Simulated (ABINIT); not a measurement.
Crystal: LiF (Griceite).

```xyz
2
Lattice="0.0000 2.0140 2.0140 2.0140 0.0000 2.0140 2.0140 2.0140 0.0000" Properties=species:S:1:pos:R:3 pbc="T T T"
F     2.0140    2.0140    2.0140
Li    0.0000    0.0000    0.0000
```

Base run:

| Quantity | Value |
| --- | --- |
| Program | ABINIT 10.8.3 (patched build) |
| Functional | r2SCAN |
| Potentials or basis | JTH PAW PBE v2.0 |
| Cutoff | 762 eV |
| k mesh | 11 × 11 × 11 |
| Occupations | fermi-dirac, width 0.05 eV |
| Spin | no spin polarisation |

Its results: band gap on the k mesh 10.05 eV, direct.

Q: After a change of settings the same cell gave: band gap on the k mesh 12.54 eV, direct. Which change was it?
A. functional from r2SCAN to PBEsol; potentials or basis from JTH PAW PBE v2.0 to PseudoDojo NC SR PBEsol v0.4.1 standard; cutoff from 762 eV to 1143 eV
B. functional from r2SCAN to PBE; cutoff from 762 eV to 626 eV; fine-grid cutoff from 1360.57 eV to 1224.51 eV
C. functional from r2SCAN to TB-mBJ; potentials or basis from JTH PAW PBE v2.0 to JTH PAW LDA v2.0

A: C.

Caveats: the constant c of TB-mBJ comes from the pseudo density here, which moves gaps by up to 0.3 eV between sets of potentials (some runs).

Not every run made on this cell is shown here.
